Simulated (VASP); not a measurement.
Runs of VASP 6.6.1 on GaN. It takes space group F-43m (No. 216, cubic). Conventional cell: a = 4.495 Å, b = 4.495 Å, c = 4.495 Å, α = 90.00°, β = 90.00°, γ = 90.00°. Ga (site symmetry -43m) has 4 N at 1.95 Å as nearest neighbours. N (site symmetry -43m) is surrounded by 4 Ga at 1.95 Å. The cell is a database's computed one.

```csv
task,level,potentials or basis,spin,cell,k mesh,cutoff (eV),gap on the mesh (eV),pressure (GPa)
band structure,TB-mBJ,"VASP PAW PBE potentials, release 64 (Ga_d, N)",off,"F-43m, 11.35 Å³/atom",10 × 10 × 10,520,2.91,-
band structure,PBEsol,"VASP PAW PBE potentials, release 64 (Ga_d, N)",off,"F-43m, 11.35 Å³/atom",10 × 10 × 10,520,(b),0.2
band structure,PBEsol,"VASP PAW PBE potentials, release 64 (Ga_d, N)","SOC, no magnetisation","F-43m, 11.35 Å³/atom",8 × 8 × 8,520,-,0.2
relaxation of cell and atoms,PBEsol,"VASP PAW PBE potentials, release 64 (Ga_d, N)",off,relaxed,10 × 10 × 10,600,1.74,0.1
band structure,LDA,"VASP PAW LDA potentials, release 64 (Ga_d, N)",off,"F-43m, 11.35 Å³/atom",10 × 10 × 10,520,1.80,(a)
```

Alike in all rows: smearing gaussian 0.03 eV.

Q: Estimate the missing entries.

A: (a) -4.1; (b) 1.73.

Caveats: the PAW data sets were made with another functional, which shifts forces and pressure a little (some runs).

A k mesh can miss the band edges, and rows without SOC leave out spin-orbit coupling on Ga.
